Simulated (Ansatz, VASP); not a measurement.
**I in VASP and in Ansatz**

```xyz
1
Lattice="0.0000 2.3656 3.9098 2.1922 0.0000 3.9098 2.1922 2.3656 0.0000" Properties=species:S:1:pos:R:3 pbc="T T T"
I     0.0000    0.0000    0.0000
```

Alike in both runs: task single point; functional LDA; k mesh 18 × 18 × 18; occupations gaussian, width 0.15 eV; no spin polarisation.

|  | VASP | Ansatz |
| --- | --- | --- |
| version | VASP 6.6.1 | Ansatz 0.2.0 |
| potentials or method | VASP PAW LDA potentials, release 64 (I) | scalar-relativistic, plane waves, PAW |
| plane-wave cutoff (eV) | 520 | 420 |
| valence electrons in the cell | 7 | 17 |

|  | VASP | Ansatz | Ansatz less VASP |
| --- | --- | --- | --- |
| gap on the k mesh at the Fermi level (eV) | none | none | - |
| pressure (GPa) | -2.2 | -2.2 | -0.01 |
| largest component of the traceless stress (GPa) | 1.18 | 1.19 | +0.010 |

A gap of «none» marks a metal or a gap that the smearing closes. The two sets of potentials don't hold the same shells in valence.

Caveats: an odd number of electrons without spin polarisation forces a metal; a magnetic or distorted state may lie lower. Spin-orbit coupling is left out, which matters for the levels of I.
